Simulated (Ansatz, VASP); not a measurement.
This is a calculation of Si2Mo for VASP 6.6.1.

The input INCAR:

```
SYSTEM = Si2Mo
PREC = Accurate ; ENCUT = 520
EDIFF = 1E-6 ; ISMEAR = -1
SIGMA = 0.05 ; LREAL = .FALSE.
LASPH = .TRUE. ; NELM = 60
ALGO = Normal ; ISIF = 2
LWAVE = .FALSE. ; LCHARG = .FALSE.
NBANDS = 18
```

File KPOINTS:

```
Automatic mesh
0
G
  12 12 12
  0 0 0
```

File POSCAR:

```
Si2Mo
1.0
   -1.6105963353      1.6105963353      3.9565305599
    1.6105963353     -1.6105963353      3.9565305599
    1.6105963353      1.6105963353     -3.9565305599
Mo Si
1 2
Direct
    0.0000000000      0.0000000000      0.0000000000
    0.6670000000      0.6670000000      0.0000000000
    0.3330000000      0.3330000000      0.0000000000
```

Potentials or basis: VASP PAW LDA potentials, release 64 (Mo_sv, Si).

Launch:

```console
$ cat potpaw_LDA.64/Mo_sv/POTCAR potpaw_LDA.64/Si/POTCAR > POTCAR
$ mpirun -np 1 vasp_std > vasp.out
```

Problem. Translate it to Ansatz 0.2.0. Potentials there: all-electron LAPW, scalar-relativistic.

Solution. As run (the cutoff follows the program's own potentials):

Contents of input.yaml:

```yaml
crystal:
  lattice:
    - [-1.6105963353, 1.6105963353, 3.9565305599]
    - [1.6105963353, -1.6105963353, 3.9565305599]
    - [1.6105963353, 1.6105963353, -3.9565305599]
  atoms:
    - { symbol: Mo, position: [0.0, 0.0, 0.0] }
    - { symbol: Si, position: [0.667, 0.667, 0.0] }
    - { symbol: Si, position: [0.333, 0.333, 0.0] }
kpoints:
  mp_grid: { grid: [12, 12, 12] }
scf:
  occupations: { method: fermi_dirac, width: 0.05 }
hamiltonian:
  xc: lda
  pseudopotentials: { kind: all_electron, lapw: { basis_error: 0.002 } }
output:
  forces: true
  stress: true
  eigenvalues: true
```

Potentials or basis: all-electron LAPW, scalar-relativistic.

Launch:

```console
$ ansatz run input.yaml --threads 2 --pin off --max-ram 8192MiB --backend cpu --events-out ev --progress --plain --runs-dir out
```

Both were run:

|  | VASP | Ansatz | Ansatz less VASP |
| --- | --- | --- | --- |
| gap on the k mesh at the Fermi level (eV) | none | none | - |
| pressure (GPa) | -9.4 | -9.9 | -0.48 |
| largest component of the traceless stress (GPa) | 1.54 | 1.58 | +0.042 |
| rms of the force components (eV/Å) | 0.186 | 0.190 | +0.0043 |

Atom by atom the forces differ by 0.004 eV/Å (rms over components). A gap of «none» marks a metal or a gap that the smearing closes. Ansatz ran all-electron here, so the differences hold the error of VASP's frozen core and of both bases.
